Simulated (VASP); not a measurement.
Write the native input for VASP 6.6.1 that does the following.

* Task: relaxation of cell and atoms
* Functional: PBE
* Potentials or basis: VASP PAW PBE potentials, release 64 (Ta_pv, C)
* Cutoff: 700 eV
* k mesh: 16 × 16 × 16
* Occupations: gaussian, width 0.1 eV
* Spin: no spin polarisation
* Target pressure: 19.7 GPa
* Further INCAR settings: ALGO = Normal; EDIFF = 1e-07; IBRION = 2; EDIFFG = -0.002; NSW = 80; ISIF = 3
* Target pressure: 19.7 GPa

The structure of TaC lies in POSCAR:

```
TaC
1.0
    0.0000000000      2.2230000000      2.2230000000
    2.2230000000      0.0000000000      2.2230000000
    2.2230000000      2.2230000000      0.0000000000
Ta C
1 1
Direct
    0.0000000000      0.0000000000      0.0000000000
    0.5000000000      0.5000000000      0.5000000000
```

The input as run:

INCAR

```
SYSTEM = TaC
  PREC = Accurate
  ENCUT = 700
  EDIFF = 1E-7
  ISMEAR = 0
  SIGMA = 0.1
  LREAL = .False.
  LASPH = .True.
  NELM = 60
  ALGO = Normal
  ISIF = 3
  LWAVE = .False.
  LCHARG = .False.
  GGA = PE
  IBRION = 2
  NSW = 80
  EDIFFG = -0.002
  PSTRESS = 197.0
```

KPOINTS

```
Automatic mesh
0
Gamma
  16 16 16
  0 0 0
```

Potentials or basis: VASP PAW PBE potentials, release 64 (Ta_pv, C).

Run with:

```console
$ cat potpaw_PBE.64/Ta_pv/POTCAR potpaw_PBE.64/C/POTCAR > POTCAR
$ mpirun -np 1 vasp_std > vasp.out
```

Results of the run:

The relaxed volume is 10.63 Å³/atom, the relaxed cell is a = 3.110 Å, b = 3.110 Å, c = 3.110 Å, α = 60.00°, β = 60.00°, γ = 60.00° and the space group after relaxing (to 0.05 Å) is Fm-3m (No. 225). The energy change on relaxing (the enthalpy is what falls) is +29.3 meV/atom and the ionic steps are 7. The pressure after relaxing is 19.7 GPa and the band gap on the k mesh is none (metal or under the smearing width).

Caveat: the cell is relaxed towards a set pressure, so the enthalpy falls and the energy may rise.

Run time: 110 s on 1 thread of Intel(R) Xeon(R) 6975P-C (Granite Rapids), on a shared host, peak memory 0.22 GiB.
